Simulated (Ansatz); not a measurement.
## An elastic constant from a strain scan in KBr

Computed with DFT r2SCAN, scalar-relativistic, plane waves, PAW (Ansatz). Cutoff 500 eV, Γ-centred 6×6×6 k-points, Gaussian smearing of 0.05 eV. No spin polarisation. Energies are free energies at this smearing, counted from the undisturbed cell; pressure is positive in compression.

The starting cell (as given, not relaxed at this level; it stands at 0.2 GPa):

```
CELL_PARAMETERS angstrom
0.00000 3.29250 3.29250
3.29250 0.00000 3.29250
3.29250 3.29250 0.00000
ATOMIC_POSITIONS crystal
K 0.00000 0.00000 0.00000
Br 0.50000 0.50000 0.50000
```

The cell is strained by ε times the Voigt pattern (0, 0, 0, 1, 0, 0) (xx, yy, zz, yz, xz, xy; engineering shear) with fractional coordinates fixed. The cell holds 2 atoms in V0 = 71.39 Å³. The stress column is τ = (1/V0) dE/dε, got from the stress tensor σ (compression positive) at each point as −det(1 + εP) σ : P(1 + εP)⁻¹, with P the pattern as a tensor.

| ε | ΔE (meV/atom) | τ (GPa) |
| --- | --- | --- |
| -0.0875 | 4.607 | -0.478 |
| -0.0750 | 3.374 | -0.407 |
| -0.0625 | 2.337 | -0.338 |
| -0.0500 | 1.491 | -0.269 |
| -0.0375 | 0.837 | -0.201 |
| -0.0250 | 0.372 | -0.134 |
| -0.0125 | 0.092 | -0.067 |
| 0.0000 | 0.000 | 0.000 |
| 0.0125 | 0.092 | 0.067 |
| 0.0250 | 0.372 | 0.134 |
| 0.0375 | 0.837 | 0.201 |
| 0.0500 | 1.491 | 0.269 |
| 0.0625 | 2.337 | 0.338 |
| 0.0750 | 3.374 | 0.407 |
| 0.0875 | 4.607 | 0.478 |
| 0.1000 | ? | ? |

Task: Which combination of elastic constants does this scan measure, and how large is it?

Result: For small ε, τ = τ0 + Kε with K = pᵀCp, which for this pattern is C44 in the cubic axes. The parabola through τ at ε = -0.0125, 0 and 0.0125 has slope K = 5.3 GPa at zero. The energies per cell, E = NΔE, of the wider pair ε = ±0.0250 give K = 2[E(ε₊)/ε₊ − E(ε₋)/ε₋]/[(ε₊ − ε₋)V0] = 5.3 GPa, in agreement. The start is under stress, which shifts K from the elastic constant by about the size of that stress.

Task: Predict the withheld row at ε = 0.1000 from the harmonic law, and compare.

Result: ΔE = V0(τ0 ε + Kε²/2)/N = 5.953 meV/atom and τ = 0.53 GPa. The calculation gives 6.036 meV/atom and 0.55 GPa, a miss of 1.4 % of the harmonic energy, so the harmonic law still holds here.